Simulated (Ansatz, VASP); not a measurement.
KF in VASP and in Ansatz

File INCAR:

```
SYSTEM = KF
ALGO     = Normal         ! electronic algorithm
EDIFF    = 1E-7           ! SCF threshold, eV
ENCUT    = 520            ! plane-wave cutoff, eV
GGA      = PE             ! functional
ISIF     = 2              ! what is computed and relaxed
ISMEAR   = 0              ! smearing method
LASPH    = .TRUE.         ! aspherical terms in the spheres
LCHARG   = .TRUE.         ! write CHGCAR
LELF     = .TRUE.         ! ELF
LREAL    = .FALSE.        ! projectors in reciprocal space
LVHAR    = .TRUE.       
LWAVE    = .FALSE.        ! write WAVECAR
NBANDS   = 15             ! bands
NELM     = 60             ! most SCF steps
PREC     = Accurate       ! precision mode
SIGMA    = 0.05           ! smearing width, eV
```

The input KPOINTS:

```
k-points
0
G
  8 8 8
  0 0 0
```

The input POSCAR:

```
KF
1.0
    0.0000000000      2.6066625000      2.7403375000
    2.6066625000      0.0000000000      2.7403375000
    2.6066625000      2.6066625000      0.0000000000
K F
1 1
Direct
    0.0000000000      0.0000000000      0.0000000000
    0.5000000000      0.5000000000      0.5000000000
```

Input for Ansatz:

```yaml
crystal:
  lattice:
    - [0.0, 2.6066625, 2.7403375]
    - [2.6066625, 0.0, 2.7403375]
    - [2.6066625, 2.6066625, 0.0]
  atoms:
    - { symbol: K, position: [0.0, 0.0, 0.0] }
    - { symbol: F, position: [0.5, 0.5, 0.5] }
basis:
  ecutwfc: 420
kpoints:
  mp_grid: { grid: [8, 8, 8] }
hamiltonian:
  xc: pbe
scf:
  occupations: { method: gaussian, width: 0.05 }
output:
  forces: true
  stress: true
  eigenvalues: true
```

Change from the starting cell: strain -0.025 along x and y, +0.025 along z, atoms carried along.

Alike in both runs: task single point; functional PBE; k mesh 8 × 8 × 8; occupations gaussian, width 0.05 eV; no spin polarisation.

|  | VASP | Ansatz |
| --- | --- | --- |
| version | VASP 6.6.1 | Ansatz 0.2.0 |
| potentials or method | VASP PAW PBE potentials, release 64 (K_sv, F) | scalar-relativistic, plane waves, PAW |
| plane-wave cutoff (eV) | 520 | 420 |
| valence electrons in the cell | 16 | 16 |

VASP gave:

- gap on the k mesh at the Fermi level (eV): 6.25
- least direct gap on the mesh (eV): 6.25
- pressure (GPa): 2.6
- largest component of the traceless stress (GPa): 2.09

**Question.** What did Ansatz give for the same quantities?

**Answer.** gap on the k mesh at the Fermi level (eV): 6.27; least direct gap on the mesh (eV): 6.27; pressure (GPa): 2.5; largest component of the traceless stress (GPa): 2.02.

A k mesh can miss the band edges.
